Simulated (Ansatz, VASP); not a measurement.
# SrO: VASP beside Ansatz

```
Sr O
1.0
     3.55329    0.00000    0.00000
    -1.77664    3.07724    0.00000
     0.00000    0.00000    6.40382
Sr O
2 2
Direct
  0.33333 0.66667 0.25000
  0.66667 0.33333 0.75000
  0.00000 0.00000 0.00000
  0.00000 0.00000 0.50000
```

Change from the starting cell: strain +0.000 along x and y, +0.030 along z, atoms carried along.

Alike in both runs: task single point; functional PBEsol; k mesh 9 × 9 × 4; occupations gaussian, width 0.05 eV; no spin polarisation.

```csv
,VASP,Ansatz
version,VASP 6.6.1,Ansatz 0.2.0
potentials or method,"VASP PAW PBE potentials, release 64 (Sr_sv, O)","scalar-relativistic, plane waves, PAW"
plane-wave cutoff (eV),520,420
valence electrons in the cell,32,32
```

Ansatz gave:

| Property | Result |
| --- | --- |
| gap on the k mesh at the Fermi level (eV) | 2.88 |
| least direct gap on the mesh (eV) | 2.88 |
| pressure (GPa) | -4.9 |
| largest component of the traceless stress (GPa) | 4.25 |

Q: What did VASP give for the same quantities?

A: gap on the k mesh at the Fermi level (eV): 2.87; least direct gap on the mesh (eV): 2.87; pressure (GPa): -4.4; largest component of the traceless stress (GPa): 4.26.

The functional is the same, so the differences come from potentials, cutoffs and numerics.

Caveats: the PAW data sets were made with another functional, which shifts forces and pressure a little (VASP); an odd mesh through Γ misses points on the zone boundary, where band edges often lie.
